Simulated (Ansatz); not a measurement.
# Bands of BeTe

```
CELL_PARAMETERS angstrom
0.00000 2.77000 2.77000
2.77000 0.00000 2.77000
2.77000 2.77000 0.00000
ATOMIC_POSITIONS crystal
Be 0.00000 0.00000 0.00000
Te 0.75000 0.75000 0.75000
```

Atom numbers follow the list: Be1, Te2.

The conventional cell has a = 5.540 Å, b = 5.540 Å, c = 5.540 Å, α = 90.00°, β = 90.00°, γ = 90.00°. Be (atom 1) is surrounded by 4 Te at 2.40 Å. Around Te (atom 2) lie 4 Be at 2.40 Å.

The cell is COD entry 9008838, as deposited and not checked against the literature; nothing was relaxed. It differs from other determinations.

Spin–orbit coupling is left out, though it moves levels of the heavy atoms by tenths of an eV or more.

All numbers below come from Ansatz 0.2.0, DFT, PBE, all-electron LAPW, scalar-relativistic.

Sampling and basis: a Γ-centred 11×11×11 k mesh, Fermi–Dirac smearing of 0.05 eV, basis error target 0.5 meV/atom, no spin polarisation.

Points in fractions of the reciprocal vectors of this cell: Γ (0, 0, 0), X (-0.5, -0.5, 0), U (-0.375, -0.375, 0.25), K (-0.375, 0, 0.375), L (0, 0, 0.5), W (-0.5, -0.25, 0.25). The path joins them by straight lines in the order Γ–X–U–K–Γ–L–W–X; legs that retrace an earlier one aren't tabulated. Energies are in eV from the top of the valence band.

Is there a gap, and where are the band edges?

1.86 eV, indirect from Γ to X (-0.5, -0.5, 0).

List the levels between -14 and 3.5 eV at the symmetry points.


Γ: -12.63, 0.00 (×3)
X: -10.63, -5.38, -2.83 (×2), 1.86, 2.61
U: -10.65, -4.99, -4.15, -2.39, 2.64
K: -10.65, -4.99, -4.15, -2.39, 2.64
L: -11.17, -5.85, -1.21 (×2), 3.22
W: -10.59, -4.80, -3.96, -3.44

Kohn–Sham gaps of semilocal functionals usually fall short of measured ones.
